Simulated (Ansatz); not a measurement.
ZrSe2 (started from an entry of an open crystallographic database), relaxed with r2SCAN+rVV10: 9 runs in the plane-wave code Ansatz, each a construction of maximally localised Wannier functions. It is trigonal, P-3m1 (No. 164); a = 3.789 Å, c = 6.181 Å in the conventional setting, 25.62 Å³ an atom. Zr is surrounded by 6 Se at 2.69 Å; Se is surrounded by 3 Zr at 2.69 Å. The values are computed, spin-unpolarised, and not measurements.

```
CELL_PARAMETERS angstrom
3.78939 0.00000 0.00000
-1.89469 3.28170 0.00000
0.00000 0.00000 6.18068
ATOMIC_POSITIONS crystal
Zr 0.00000 0.00000 0.00000
Se 0.33333 0.66667 0.25375
Se 0.66667 0.33333 0.74625
```

Windows count from the top of the filled bands; a dash means that no such window was set (without an outer window there is no disentanglement). Rows marked drawn have settings drawn at random (some not listed).

```
functional  SCF mesh                trial orbitals  functions   mesh  window (eV)  frozen (eV)  settings  Ω total (Å²)  Ω invariant (Å²)  largest spread (Å²)  least projectability  interpolation miss of the model's filled bands (eV, to the nearest computed level)
       PBE     6×6×4                    Se s, Se p          8  6×6×4            –            –    chosen         16.77             14.36                 2.14                  0.70                                                                               0.080
       PBE     6×6×4                    Se s, Se p          8  6×6×2            –            –    chosen         16.16             13.72                 2.06                  0.70                                                                               0.191
       PBE     6×6×4                          Se p          6  6×6×4            –            –    chosen         16.98             16.26                 2.84                  0.70                                                                               0.078
    r2SCAN     6×6×4                    Se s, Se p          8  6×6×4            –            –    chosen         16.05             13.73                 2.04                  0.71                                                                               0.065
    r2SCAN     6×6×4                          Se p          6  6×6×4            –            –    chosen         16.31             15.67                 2.73                  0.71                                                                               0.062
     HSE06     6×6×4                    Se s, Se p          8  6×6×4            –            –    chosen         15.76             13.50                 2.01                  0.71                                                                                   –
     HSE06     6×6×4                          Se p          6  6×6×4            –            –    chosen         16.06             15.47                 2.68                  0.71                                                                                   –
       PBE     6×6×4  Se s, Se p (loose tolerance)          8  6×6×4            –            –     drawn         16.77             14.36                 2.14                  0.70                                                                               0.080
```

Q: Estimate from these rows what the further settings give.

| functional | SCF mesh | trial orbitals | functions | mesh | window (eV) | frozen (eV) | settings |
| --- | --- | --- | --- | --- | --- | --- | --- |
| PBE | 6×6×4 | Se s, Se p | 8 | 12×12×4 | – | – | chosen |

A:

| functional | SCF mesh | trial orbitals | functions | mesh | window (eV) | frozen (eV) | settings | Ω total (Å²) | Ω invariant (Å²) | largest spread (Å²) | least projectability | interpolation miss of the model's filled bands (eV, to the nearest computed level) |
| --- | --- | --- | --- | --- | --- | --- | --- | --- | --- | --- | --- | --- |
| PBE | 6×6×4 | Se s, Se p | 8 | 12×12×4 | – | – | chosen | 18.03 | 15.66 | 2.33 | 0.70 | 0.030 |

A dash in the last column means that the miss wasn't evaluated.

For Se s, Se p with PBE the spread goes 16.16 Å² (6×6×2), 16.77 Å² (6×6×4), 18.03 Å² (12×12×4).

The runs are scalar-relativistic, without spin-orbit coupling.
